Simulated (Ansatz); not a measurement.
BAs under changes of volume

One of the cells (13.626 Å³/atom); the others are scaled copies at fixed shape and fractional positions:

```xyz
2
Lattice="0.0000 2.3885 2.3885 2.3885 0.0000 2.3885 2.3885 2.3885 0.0000" Properties=species:S:1:pos:R:3 pbc="T T T"
As    3.5827    3.5827    3.5827
B     0.0000    0.0000    0.0000
```

| Property | Result |
| --- | --- |
| Program | Ansatz 0.2.0 |
| Functional | r2SCAN-EpsX |
| Potentials or basis | Ansatz PAW |
| Cutoff | 500 eV (not typed: the program's choice for these potentials) |
| k mesh | 5 × 5 × 5 |
| Occupations | fermi-dirac, width 0.05 eV |
| Spin | no spin polarisation |

| volume (Å³/atom) | energy over the lowest point (meV/atom) | pressure (GPa) | gap on the mesh (eV) |
| --- | --- | --- | --- |
| 12.809 | ? | ? | ? |
| 13.081 | 12.37 | 6.2 | 1.86 |
| 13.354 | 3.52 | 2.8 | 1.88 |
| 13.626 | 0.00 | -0.2 | 1.90 |
| 13.899 | 1.32 | -3.0 | 1.91 |
| 14.171 | 6.98 | -5.4 | 1.92 |
| 14.444 | 16.57 | -7.7 | 1.94 |

Question: What does the run at 12.809 Å³/atom give?

Answer: Energy over the lowest point 27.16 meV/atom; pressure 9.9 GPa; gap on the mesh 1.84 eV.

Worked out: A Birch-Murnaghan fit of order 3 (a polynomial in V^(-2/3)) to the other rows has its minimum at 13.68 Å³/atom with B0 = V·E''(V) = 139 GPa and B' = 4.2. It gives 27.12 meV/atom at 12.809 Å³/atom, against the run's 27.16, and -dE/dV = 10.5 GPa, against 9.9. A straight line through the other rows of the gap, of slope 0.765 eV per unit of ln V, extrapolates to 1.85 eV, against the run's 1.84.

Energies are extrapolated to zero smearing.

Caveats: all runs use coarse meshes; odd divisions of the mesh miss points on the zone boundary, where band edges often lie, so the gap on the mesh can be too wide; the PAW data sets come from PBE, with cores solved anew for the run's functional, which leaves a small shift of forces and pressure; the thresholds are loose for stress.

A mesh can miss the band edges. Spin-orbit coupling on As is left out.
